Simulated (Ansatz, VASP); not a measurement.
**Two plane-wave programs on MgB2**

The input INCAR:

```
PREC = Accurate
ENCUT = 520
EDIFF = 1E-7
ISMEAR = -1
SIGMA = 0.05
LREAL = F
LASPH = T
NELM = 100
ALGO = Normal
ISIF = 2
LWAVE = F
LCHARG = T
GGA = PS
LELF = T
LVHAR = T
NBANDS = 11
```

Contents of KPOINTS:

```
regular mesh
0
Gamma
  8 8 6
```

File POSCAR:

```
MgB2
1.0
    3.0850000000      0.0000000000      0.0000000000
   -1.5425000000      2.6716883707      0.0000000000
    0.0000000000      0.0000000000      3.5230000000
Mg B
1 2
Direct
    0.0000000000      0.0000000000      0.0000000000
    0.6666666667      0.3333333333      0.5000000000
    0.3333333333      0.6666666667      0.5000000000
```

input.yaml

```yaml
crystal:
  lattice:
    - [3.085, 0.0, 0.0]
    - [-1.5425, 2.6716883707, 0.0]
    - [0.0, 0.0, 3.523]
  atoms:
    - { symbol: Mg, position: [0.0, 0.0, 0.0] }
    - { symbol: B, position: [0.6666666667, 0.3333333333, 0.5] }
    - { symbol: B, position: [0.3333333333, 0.6666666667, 0.5] }
hamiltonian:
  xc: pbesol
  pseudopotentials: { kind: paw }
kpoints:
  mp_grid: { grid: [8, 8, 6] }
scf:
  occupations: { method: fermi_dirac, width: 0.05 }
  n_extra_bands: 7
output:
  forces: true
  stress: true
  eigenvalues: true
  dos: { projected: false, de: 0.05, nscf_kmesh: { grid: [12, 12, 9] } }
  write_density: true
  write_potential: true
  elf: true
  volumetric_format: npy
```

Alike in both runs: functional PBEsol; k mesh 8 × 8 × 6; occupations fermi-dirac, width 0.05 eV; no spin polarisation.

|  | VASP | Ansatz |
| --- | --- | --- |
| version | VASP 6.6.1 | Ansatz 0.2.0 |
| potentials or method | VASP PAW PBE potentials, release 64 (Mg, B) | Ansatz PAW |
| plane-wave cutoff (eV) | 520 | 420 |
| valence electrons in the cell | 8 | 16 |
| task | single point | density of states |

|  | VASP | Ansatz | Ansatz less VASP |
| --- | --- | --- | --- |
| gap on the k mesh at the Fermi level (eV) | none | none | - |
| pressure (GPa) | -3.0 | -3.0 | +0.03 |
| largest component of the traceless stress (GPa) | 0.72 | 0.57 | -0.145 |

A gap of «none» marks a metal or a gap that the smearing closes. The functional is the same, so the differences come from potentials, cutoffs and numerics. The two sets of potentials don't hold the same shells in valence.

Caveats: the PAW data sets were made with another functional, which shifts forces and pressure a little (VASP); the PAW data sets come from PBE, with cores solved anew for the run's functional, which leaves a small shift of forces and pressure (Ansatz); the density of states is complete only up to the lowest level of the last band computed (Ansatz).
